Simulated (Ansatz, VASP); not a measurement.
Given: the input of a run of VASP 6.6.1 on TiC. The cell is a database's computed one, not the measured one.

The input INCAR:

```
SYSTEM = TiC
  ALGO = Fast
  EDIFF = 1E-7
  ENCUT = 520
  GGA = PS
  ISIF = 2
  ISMEAR = 0
  LASPH = .True.
  LCHARG = .False.
  LREAL = .False.
  LWAVE = .False.
  NBANDS = 15
  NELM = 80
  PREC = Accurate
  SIGMA = 0.02
```

File KPOINTS:

```
k-points
0
Gamma
  11 11 11
  0 0 0
```

POSCAR

```
TiC
1.0
    0.0000000000      2.1657188437      2.1657188437
    2.1657188437      0.0000000000      2.1657188437
    2.1657188437      2.1657188437      0.0000000000
Ti C
1 1
Cartesian
    0.0000000000      0.0000000000      0.0000000000
    2.1657188437      2.1657188437      2.1657188437
```

Potentials or basis: VASP PAW PBE potentials, release 54 (Ti_sv, C).

Run with:

```console
$ cat potpaw_PBE.54/Ti_sv/POTCAR potpaw_PBE.54/C/POTCAR > POTCAR
$ mpirun -np 1 vasp_std > vasp.out
```

Task: What does the same run look like in Ansatz 0.2.0? Potentials or basis there: all-electron LAPW, scalar-relativistic.

Result: As run (cutoffs and basis follow the program's own potentials, and thresholds, step limits or extra output files can differ):

Contents of input.yaml:

```yaml
crystal:
  lattice:
    - [0.0, 2.1657188437, 2.1657188437]
    - [2.1657188437, 0.0, 2.1657188437]
    - [2.1657188437, 2.1657188437, 0.0]
  atoms:
    - { symbol: Ti, position: [0.0, 0.0, 0.0] }
    - { symbol: C, position: [0.5, 0.5, 0.5] }
kpoints:
  mp_grid: { grid: [11, 11, 11] }
scf:
  occupations: { method: gaussian, width: 0.02 }
hamiltonian:
  xc: pbesol
  pseudopotentials: { kind: all_electron, lapw: { basis_error: 0.001 } }
output:
  forces: true
  stress: true
  eigenvalues: true
```

Potentials or basis: all-electron LAPW, scalar-relativistic.

Launch:

```sh
$ ansatz run input.yaml --threads 1 --pin off --max-ram 3072MiB --backend cpu --events-out ev --progress --plain --runs-dir out
```

Both were run:

|  | VASP | Ansatz |
| --- | --- | --- |
| Pressure | -6.4 GPa | -6.7 GPa |

VASP's potentials were made for PBE.

Where Ansatz's input types no cutoff or centring, it takes its own default and a Γ-centred mesh.

Pressure is positive in compression.
